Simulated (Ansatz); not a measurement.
This is a single-point calculation with the plane-wave code Ansatz on a 6-atom cell of MoS2 started from a crystallographic database; the level of theory is r2SCANh. The geometry is the r2SCAN+rVV10 minimum.

Input file:
```yaml
crystal:
  lattice:
    - [3.1730194928, 0.0, 0.0]
    - [-1.5865097464, 2.7479154875, 0.0]
    - [0.0, 0.0, 12.4359059508]
  atoms:
    - { symbol: Mo, position: [0.3333333333, 0.6666666667, 0.25] }
    - { symbol: Mo, position: [0.6666666667, 0.3333333333, 0.75] }
    - { symbol: S, position: [0.3333333333, 0.6666666667, 0.6249005412] }
    - { symbol: S, position: [0.6666666667, 0.3333333333, 0.1249005412] }
    - { symbol: S, position: [0.3333333333, 0.6666666667, 0.8750994588] }
    - { symbol: S, position: [0.6666666667, 0.3333333333, 0.3750994588] }
kpoints:
  mp_grid: { grid: [6, 6, 2] }
  band_path:
    path:
      - [0.0, 0.0, 0.0]
      - [0.5, 0.0, 0.0]
      - [0.3333333333, 0.3333333333, 0.0]
      - [0.0, 0.0, 0.5]
      - [0.5, 0.0, 0.5]
      - [0.3333333333, 0.3333333333, 0.5]
      - [0.177083, 0.177083, 0.0]
    npoints: 1
hamiltonian:
  xc: r2scanh
scf:
  occupations: { method: fixed }
  n_extra_bands: 5
output:
  forces: true
  stress: true
  eigenvalues: true
```

It took 69 s on 1 × NVIDIA H100 80GB HBM3 with 2 threads of AMD EPYC 7R13 Processor (Zen 3), with other jobs on the host, load about 0.8 per core; peak host memory 2.7 GiB.

The output, standing remarks left out:
```
Functional definition: r2SCANh
Crystal: 6 atoms, lattice volume = 108.431 Å³
Basis set: ecut = 500 eV, 2763 PW (Γ)
Bands: 31, of which v1, the nominal top of the filled ones, is band 26 counted from 1 (25 counted from 0)
Symmetry: 24 space group operations
Space group: P63/mmc (ITA 194)
k-points: 14 of 72
Exchange kernel: α = 0.1000, full range, Wigner–Seitz truncation, v(0) = 13383.2839 eV·Å³, q-mesh 6×6×2
preconditioner: auto → none  [insulator: Δε(μ)=1.500 eV  ℏωp=21.4 eV]
hybrid outer 1: dexx = +1.756e-3 eV, tail = 1.32e-6 eV
hybrid outer 2: dexx = +5.820e-8 eV, tail = 4.85e-9 eV, Δε = 2.66e-4 eV, ΔF = 3.77e-4 eV/Å
NSCF: frozen V_eff on 7 k-points
Free energy (F): -13562.903980 eV
Fermi energy:    10.339143 eV
--- Per-component energies (eV) ---
  E_band       = -400.419794
  E_kinetic    = 1308.194373
  E_local      = -4013.278277
  E_nonlocal   = 395.379301
  E_hartree    = 1546.697594
  E_xc         = -659.795425
  E_vxc        = -806.677871
  E_exx        = -60.103656
  E_paw        = -8874.933576
  E_vpaw       = -301.550973
  E_vtau       = 44.323160
  E_ewald      = -3203.822022
  E_core_change = -1.242310
--- Forces (eV/Å), atoms counted from 1 ---
  atom   1  Mo      0.00000      0.00000      0.00000
  atom   2  Mo      0.00000      0.00000      0.00000
  atom   3  S       0.00000      0.00000      0.22544
  atom   4  S       0.00000      0.00000      0.22544
  atom   5  S       0.00000      0.00000    -0.22544
  atom   6  S       0.00000      0.00000    -0.22544
--- Stress (GPa, compression-positive) ---
       -0.549212       0.000000       0.000000
        0.000000      -0.549212       0.000000
        0.000000       0.000000      -0.485748
  P = ⅓ Tr σ = -0.5281 GPa (-5.281 kbar)
```

bands.tsv, columns around the gap (it counts bands from 0):
```tsv
# k_distance	band_21	band_22	band_23	band_24	band_25	band_26	band_27	band_28	band_29
# fermi_ev = 10.339143
# [0, 0, 0] at k_distance = 0.000000
# [0.5, 0, 0] at k_distance = 1.143264
# [0.3333333333, 0.3333333333, 0] at k_distance = 1.803328
# [0, 0, 0.5] at k_distance = 3.147409
# [0.5, 0, 0.5] at k_distance = 4.290673
# [0.3333333333, 0.3333333333, 0.5] at k_distance = 4.950737
# [0.177083, 0.177083, 0] at k_distance = 5.619127
# levels_relative_to = fermi_ev
0.000	-2.390	-2.390	-1.449	-1.175	0.000	2.786	2.786	2.814	2.814
1.143	-2.762	-1.973	-1.794	-1.514	-1.395	2.200	2.246	2.647	2.892
1.803	-4.094	-3.014	-3.014	-0.809	-0.660	1.515	1.515	2.611	3.614
3.147	-2.411	-2.411	-2.411	-0.308	-0.308	2.792	2.792	2.792	2.792
4.291	-2.884	-1.883	-1.883	-1.447	-1.447	2.221	2.221	2.778	2.778
4.951	-3.782	-3.174	-3.174	-0.741	-0.741	1.516	1.516	3.066	3.066
5.619	-2.993	-2.049	-1.887	-1.646	-1.617	1.504	2.265	2.390	2.586
```
In order the rows are Γ, M, K, A, L, H, K–Γ (0.47).

With r2SCANh the valence top lies at Γ and the conduction bottom at K–Γ (0.47 of the way from K), 1.50 eV higher; the smallest vertical gap, at K, is 2.18 eV. A second conduction valley, at K, lies only 11 meV higher, so their order isn't settled. The gap is the least over the mesh and the extra points. With the atoms held, the mean pressure is -0.5 GPa (compression positive). (The program warns that its thresholds are loose for a hybrid's stress.) The largest force is 0.23 eV/Å.

(Simulation; spin polarisation is off.)

The runs are scalar-relativistic, without spin-orbit coupling.

The meshes of the hybrids are coarse, so their gaps aren't converged to the digits shown.
